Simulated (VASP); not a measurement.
# Rb: intraband terms of a metal's spectrum

Rb, Fddd (no. 70), 4 atoms in the cell. PBE, independent-particle dielectric function; PAW potentials Rb_sv (PBE set).

## Input

INCAR.step1:
```
  PREC = Accurate
  ENCUT = 260
  ISMEAR = 1
  SIGMA = 0.1
  EDIFF = 1E-7
  LASPH = True
  KPAR = 4
  LWAVE = False
  LCHARG = True
  LMAXMIX = 4
```

INCAR.step2:
```
  PREC = Accurate
  ENCUT = 260
  ISMEAR = 0
  SIGMA = 0.3
  EDIFF = 1E-6
  LASPH = True
  KPAR = 4
  LWAVE = True
  LCHARG = False
  LMAXMIX = 4
  ICHARG = 11
  NBANDS = 44
  NEDOS = 3000
  OMEGAMAX = 30
  CSHIFT = 0.1
```

INCAR.step3, as INCAR.step2 but for:
```
- LWAVE = True
+ LWAVE = False
+ LOPTICS = True
+ ALGO = None
+ NELM = 1
+ ISTART = 1
```

INCAR.step4, as INCAR.step3 but for:
```
+ WPLASMAI = 0.03
```

INCAR.step5 to INCAR.step6 change the same tag again: WPLASMAI = 0.1, 0.3.

INCAR.step7, as INCAR.step6 but for:
```
- WPLASMAI = 0.3
+ RTIME = 20
```

INCAR.step8, as INCAR.step7 but for:
```
- RTIME = 20
+ RTIME = 40
```

INCAR.step9, as INCAR.step8 but for:
```
- RTIME = 40
+ LNABLA = True
```

INCAR.step10, as INCAR.step9 but for:
```
- ISMEAR = 0
- LNABLA = True
+ ISMEAR = -5
```

KPOINTS.step1:
```
k-points
0
Gamma
  6 6 6
```

KPOINTS.step2:
```
k-points
0
Gamma
  7 7 7
```

POSCAR:
```
Rb
1.0
    0.0000000000      8.8543898050      8.8630065150
    2.4511613300      0.0000000000      8.8630065150
    2.4511613300      8.8543898050      0.0000000000
Rb
4
Direct
    0.3799807500      0.1200192500      0.3799807500
    0.8700192500      0.1299807500      0.8700192500
    0.1200192500      0.3799807500      0.1200192500
    0.1299807500      0.8700192500      0.1299807500
```

Commands (each step's output is kept before the next begins):
```
cat potpaw_PBE.64/Rb_sv/POTCAR > POTCAR
cp INCAR.step1 INCAR
cp KPOINTS.step1 KPOINTS
mpirun -np 4 vasp_std > vasp.out
cp INCAR.step2 INCAR
cp KPOINTS.step2 KPOINTS
mpirun -np 4 vasp_std > vasp.out
cp INCAR.step3 INCAR
mpirun -np 4 vasp_std > vasp.out
cp INCAR.step4 INCAR
mpirun -np 4 vasp_std > vasp.out
cp INCAR.step5 INCAR
mpirun -np 4 vasp_std > vasp.out
cp INCAR.step6 INCAR
mpirun -np 4 vasp_std > vasp.out
cp INCAR.step7 INCAR
mpirun -np 4 vasp_std > vasp.out
cp INCAR.step8 INCAR
mpirun -np 4 vasp_std > vasp.out
cp INCAR.step9 INCAR
mpirun -np 4 vasp_std > vasp.out
cp INCAR.step10 INCAR
mpirun -np 4 vasp_std > vasp.out
```

## Result

- Bands: 44

One ground state, settings moved in the last step alone:

| Settings | Plasma frequency (eV) | Im ε at 0.5 eV | Im ε at 1 eV | Im ε at 2 eV | Im ε at 4 eV | Time (s) |
|---|---|---|---|---|---|---|
| interband part alone | 3.08 | 14.8 | 2.3 | 0.4 | 0.2 | 45 |
| Drude term, WPLASMAI 0.03 | 3.08 | 17.1 | 2.5 | 0.4 | 0.2 | 43 |
| Drude term, WPLASMAI 0.1 | 3.08 | 22.1 | 3.2 | 0.5 | 0.2 | 45 |
| Drude term, WPLASMAI 0.3 | 3.08 | 31.6 | 4.9 | 0.7 | 0.2 | 46 |
| relaxation time RTIME 20 fs | 3.08 | 17.3 | 2.6 | 0.4 | 0.2 | 42 |
| relaxation time RTIME 40 fs | 3.08 | 16.1 | 2.4 | 0.4 | 0.2 | 38 |
| transversal form (LNABLA) | 3.10 | 15.0 | 2.3 | 0.4 | 0.2 | 37 |
| tetrahedron method | – | – | – | – | – | no result |

VASP 6.6.1 took 630 s on 4 cores (Intel Xeon Platinum 8375C @ 2.90GHz (Ice Lake)), a shared host.
